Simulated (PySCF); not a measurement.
## pyrrolidine: calculation and literature

Geometry:
```json
{"atom": "C1", "x (Å)": "-0.218", "y (Å)": "-1.152", "z (Å)": "0.128"}
{"atom": "C2", "x (Å)": "1.114", "y (Å)": "-0.382", "z (Å)": "0.072"}
{"atom": "C3", "x (Å)": "0.684", "y (Å)": "1.102", "z (Å)": "0.036"}
{"atom": "N4", "x (Å)": "-0.674", "y (Å)": "1.129", "z (Å)": "-0.482"}
{"atom": "C5", "x (Å)": "-1.291", "y (Å)": "-0.041", "z (Å)": "0.121"}
{"atom": "H6", "x (Å)": "-0.331", "y (Å)": "-1.794", "z (Å)": "-0.746"}
{"atom": "H7", "x (Å)": "-0.297", "y (Å)": "-1.775", "z (Å)": "1.017"}
{"atom": "H8", "x (Å)": "1.672", "y (Å)": "-0.638", "z (Å)": "-0.828"}
{"atom": "H9", "x (Å)": "1.747", "y (Å)": "-0.590", "z (Å)": "0.933"}
{"atom": "H10", "x (Å)": "0.655", "y (Å)": "1.507", "z (Å)": "1.051"}
{"atom": "H11", "x (Å)": "1.345", "y (Å)": "1.725", "z (Å)": "-0.567"}
{"atom": "H12", "x (Å)": "-0.649", "y (Å)": "1.011", "z (Å)": "-1.492"}
{"atom": "H13", "x (Å)": "-2.198", "y (Å)": "-0.324", "z (Å)": "-0.413"}
{"atom": "H14", "x (Å)": "-1.560", "y (Å)": "0.224", "z (Å)": "1.147"}
```

- GFN2-xTB structure
- shieldings: GIAO PBE0/pcSseg-1
- run in PySCF 2.14.0 with density-fitted response routines
- no solvent, single conformer, no relativistic terms, one averaged value for each set of equivalent atoms

Reference values: measured (solution, C6D5Cl, 298 K; Fulmer et al., Organometallics 2010, 29, 2176).
```csv
atoms,quantity,reference,computed,"computed, scaled"
C3/C5,δ $^{13}$C,46.8,52.8,49.3
C1/C2,δ $^{13}$C,25.6,28.0,25.1
```

Reference values: measured (solution, CD2Cl2, 298 K; Fulmer et al., Organometallics 2010, 29, 2176).
```json
{"atoms": "C3/C5", "quantity": "δ $^{13}$C", "reference": "47.0", "computed": "52.8", "computed, scaled": "49.3"}
{"atoms": "C1/C2", "quantity": "δ $^{13}$C", "reference": "25.8", "computed": "28.0", "computed, scaled": "25.1"}
{"atoms": "H10/H11/H13/H14", "quantity": "δ $^{1}$H", "reference": "2.82", "computed": "2.86", "computed, scaled": "2.79"}
{"atoms": "H6/H7/H8/H9", "quantity": "δ $^{1}$H", "reference": "1.67", "computed": "1.52", "computed, scaled": "1.52"}
```

Computed shifts are σ(ref) − σ with the named reference compound (TMS for H and C) calculated as an isolated molecule at the same level. The measured values may be among those fitted. Shieldings were converted by linear fits to measured shifts (mostly CDCl3, TMS scale, for H and C): $^{1}$H (scatter 0.17 ppm rms, 0.18 ppm with the 4 outliers that the fit left out); $^{13}$C (scatter 2.1 ppm rms, 2.3 ppm with the 13 outliers that the fit left out). A few per cent of atoms miss by over 2 rms, more outside the fitted compound classes. H not on carbon is unscaled (vs computed TMS).

Problem. How far are the unscaled $^{13}$C shifts from the references?

Solution. Mean signed difference +4.10 ppm, mean absolute 4.10 ppm over 4 comparisons; the largest is +6.0 ppm at C3/C5 (sp3 CH2 bonded to N).

Problem. How far are the unscaled $^{1}$H shifts from the references?

Solution. Mean signed difference -0.05 ppm, mean absolute 0.09 ppm over 2 comparisons; the largest is -0.15 ppm at H6/H7/H8/H9 (hydrogen on an sp3 CH2 in a ring).

6 of the 40 published NMR values on file for this molecule are compared. The rest: values from further sources, protons in aromatic solvents.
